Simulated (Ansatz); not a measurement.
## Be: from a trial structure to a relaxed crystal

These are results of Ansatz, DFT PBE, scalar-relativistic, plane waves, PAW, not measurements. Cutoff 420 eV, Γ-centred k mesh, Gaussian smearing, no spin polarisation in the final step.

The start puts Be on the sites of a reported C cell (P6_3/mmc, No. 194), at a guessed volume.

```yaml
crystal:
  lattice:
    - [2.71813, 0.00000, 0.00000]
    - [-1.35907, 2.35397, 0.00000]
    - [0.00000, 0.00000, 8.87735]
  atoms:
    - { symbol: Be, position: [0.00000, 0.00000, 0.09375] }
    - { symbol: Be, position: [0.00000, 0.00000, 0.59375] }
    - { symbol: Be, position: [0.00000, 0.00000, 0.40625] }
    - { symbol: Be, position: [0.00000, 0.00000, 0.90625] }
    - { symbol: Be, position: [0.33333, 0.66667, 0.15625] }
    - { symbol: Be, position: [0.66667, 0.33333, 0.65625] }
    - { symbol: Be, position: [0.33333, 0.66667, 0.34375] }
    - { symbol: Be, position: [0.66667, 0.33333, 0.84375] }
```

Cell and atoms relax at zero pressure; the relaxation can't lower the symmetry of the start. After a coarse first stage the cell is made exact in the group found at 0.06 Å.

Energies count from the standard state of Be at the same level.

Task: Describe the relaxed structure.

Result: It ends in P6/mmm (No. 191). Conventional cell: a = 3.568 Å, c = 4.012 Å. Be on Wyckoff site e (2 atoms of the primitive cell) is coordinated by 1 Be at 1.89 Å, 1 Be at 2.12 Å and 6 Be at 2.27 Å; Be on Wyckoff site c (2 atoms of the primitive cell) has 3 Be at 2.06 Å and 6 Be at 2.27 Å.

```cif
data_structure
_symmetry_space_group_name_H-M 'P6/mmm'
_symmetry_Int_Tables_number 191
_cell_length_a 3.5681
_cell_length_b 3.5681
_cell_length_c 4.0117
_cell_angle_alpha 90.000
_cell_angle_beta 90.000
_cell_angle_gamma 120.000
_cell_volume 44.23
loop_
_atom_site_label
_atom_site_type_symbol
_atom_site_symmetry_multiplicity
_atom_site_Wyckoff_symbol
_atom_site_fract_x
_atom_site_fract_y
_atom_site_fract_z
_atom_site_occupancy
Be1 Be 2 e 0.00000 0.00000 0.23604 1
Be2 Be 2 c 0.33333 0.66667 0.00000 1
```

Task: What are its volume, energy, density and gap?

Result: The volume per atom is 11.06 Å³, the density is 1.35 g/cm³ and the energy over the standard structure is 0.55 eV/atom. The gap on the 15×15×12 mesh is 0 eV (a metal).

The final run used a 15×15×12 mesh on its 4-atom cell and 0.10 eV smearing. The k mesh leaves about 4 meV/atom of noise in metals. A later test with randomly moved atoms lowered the energy by 444 meV/atom on a coarse mesh, so it isn't stable against such moves and is likely a saddle point held by symmetry.